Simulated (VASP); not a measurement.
Crystal: CdO (Monteponite).

```
Cd O
1.0
     0.00000    2.34950    2.34950
     2.34950    0.00000    2.34950
     2.34950    2.34950    0.00000
Cd O
1 1
Cartesian
  0.0000 0.0000 0.0000
  2.3495 2.3495 2.3495
```

```yaml
Program: VASP 6.6.1
Task: relaxation of cell and atoms
Functional: HF
Potentials_or_basis: VASP PAW PBE potentials, release 64 (Cd, O)
Cutoff: 600 eV
k_mesh: 5 × 5 × 5
Occupations: fermi-dirac, width 0.05 eV
Spin: no spin polarisation
```

At the start: pressure 4.9 GPa; volume 12.97 Å³/atom.

Question: How do energy, volume and symmetry change on relaxing?

Answer: Over 3 steps the energy falls by 5.9 meV/atom and the volume is 13.37 Å³/atom (+3.1 %); space group Fm-3m (No. 225, to 0.05 Å).

Step by step:
| step | energy change (eV) | largest force (eV/Å) | pressure (GPa) | volume (Å³) |
| --- | --- | --- | --- | --- |
| 1 | 0.0000 | 0.0000 | 4.90 | 25.94 |
| 2 | -0.0033 | 0.0000 | -3.74 | 27.46 |
| 3 | -0.0119 | 0.0000 | -0.02 | 26.74 |

Final structure:
```
Cd O
1.0
     0.00000    2.37349    2.37349
     2.37349    0.00000    2.37349
     2.37349    2.37349    0.00000
Cd O
1 1
Direct
  0.00000 0.00000 0.00000
  0.50000 0.50000 0.50000
```

Caveat: the k mesh is coarse (spacing up to 0.46 Å⁻¹), so the values aren't converged, least of all with exact exchange; the PAW data sets were made with another functional, which shifts forces and pressure a little.
